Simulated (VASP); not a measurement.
A run of VASP 6.6.1 is set up as follows.

Contents of INCAR:

```
SYSTEM = InSe
ALGO     = Normal         ! electronic algorithm
EDIFF    = 1E-8           ! SCF threshold, eV
ENCUT    = 520            ! plane-wave cutoff, eV
GGA      = CA             ! functional
ISIF     = 2              ! what is computed and relaxed
ISMEAR   = 0              ! smearing method
LASPH    = .True.         ! aspherical terms in the spheres
LCHARG   = .False.        ! write CHGCAR
LEFG     = .True.       
LREAL    = .False.        ! projectors in reciprocal space
LWAVE    = .False.        ! write WAVECAR
NELM     = 80             ! most SCF steps
PREC     = Accurate       ! precision mode
SIGMA    = 0.02           ! smearing width, eV
```

The input KPOINTS:

```
k-points
0
Gamma
  6 6 2
  0 0 0
```

The input POSCAR:

```
InSe
1.0
    4.0500000000      0.0000000000      0.0000000000
   -2.0250000000      3.5074028853      0.0000000000
    0.0000000000      0.0000000000     16.9300000000
In Se
4 4
Direct
    0.6666666667      0.3333333333      0.8430000000
    0.3333333333      0.6666666667      0.3430000000
    0.6666666667      0.3333333333      0.6570000000
    0.3333333333      0.6666666667      0.1570000000
    0.6666666667      0.3333333333      0.3980000000
    0.3333333333      0.6666666667      0.8980000000
    0.6666666667      0.3333333333      0.1020000000
    0.3333333333      0.6666666667      0.6020000000
```

Potentials or basis: VASP PAW LDA potentials, release 64 (In_d, Se).

Command:

```bash
$ cat potpaw_LDA.64/In_d/POTCAR potpaw_LDA.64/Se/POTCAR > POTCAR
$ mpirun -np 1 vasp_std > vasp.out
```

Problem. Predict the largest force.

Solution. 2.616 eV/Å.

Problem. What does it give for the pressure?

Solution. 3.5 GPa.

Stress tensor (GPa, compression positive):
```
 5.91  0.00  0.00
 0.00  5.91  0.00
 0.00  0.00 -1.21
```

Caveat: forces of over 1 eV/Å show positions far from the minimum, so gaps and moduli don't describe the material at rest.
